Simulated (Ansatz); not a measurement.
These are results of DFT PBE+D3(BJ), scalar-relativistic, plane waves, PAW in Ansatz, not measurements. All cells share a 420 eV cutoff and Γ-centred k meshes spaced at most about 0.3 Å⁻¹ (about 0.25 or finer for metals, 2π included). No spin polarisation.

These are static total energies at zero pressure.

Two relaxed structures of Ag:

A.

Space group Pm-3m (No. 221). a = 2.701 Å, b = 2.701 Å, c = 2.701 Å, α = 90.00°, β = 90.00°, γ = 90.00°
```tsv
atom	site	symmetry	x	y	z
Ag	1b	m-3m	0.5000	0.5000	0.5000
```

B.

Space group P6_3/mmc (No. 194). a = 2.880 Å, b = 2.880 Å, c = 9.413 Å, α = 90.00°, β = 90.00°, γ = 120.00°
```tsv
atom	site	symmetry	x	y	z
Ag	2a	-3m.	0.0000	0.0000	0.0000
Ag	2c	-6m2	0.3333	0.6667	0.2500
```

**Question.** Which is lower in energy, and by how much?

**Answer.** B is lower, by 0.41 eV/atom. A has the simple cubic type, space group Pm-3m (No. 221), 19.7 Å³/atom and no gap on its mesh; B has the dhcp type, space group P6_3/mmc (No. 194), 16.9 Å³/atom and no gap. Counting all near atoms (those within 1.25 times the shortest distance at each site), A has Ag 6 and B has Ag 12. The denser one is the lower, and pressure would at first widen the difference. In A, around Ag lie 6 Ag at 2.70 Å. In B, around Ag on a site of symmetry -3m lie 12 Ag at 2.88 Å; around Ag on a site of symmetry -6m2 lie 12 Ag at 2.88 Å. Origin: A, invented; B, reached from a Materials Project cell. The lowest form computed isn't among them: it has the fcc type, space group Fm-3m (No. 225), 16.9 Å³/atom, is reached from a cell as deposited in COD and lies 5 meV/atom below the best shown.

Cells relaxed within their symmetry can be saddle points. Some types were kept out of the candidates beforehand, so the set may lack a known form.

The large gap between the two structures is one of packing, whereas the choice among close-packed stackings is a much finer matter. Silver has a filled d shell and a single s electron, so its bonding is largely non-directional and gains little from an open network. The simple cubic form contracts its contacts to 2.70 Å, against 2.88 Å in dhcp, as expected when fewer neighbours share the bonding electrons. This strengthening of each contact evidently doesn't make up for the halved coordination. Metallic cohesion probably accounts for most of the 0.41 eV/atom, though the dispersion term also favours the denser form and the totals don't separate the two.

Dhcp and fcc share the same nearest-neighbour shell and differ only in how the layers are stacked, which explains why just 5 meV/atom lies between them. That fcc comes out lowest agrees with the known structure of silver, and the small difference fits the metal's readiness to form stacking faults. The energies say nothing about the barrier to sliding one stacking into another.
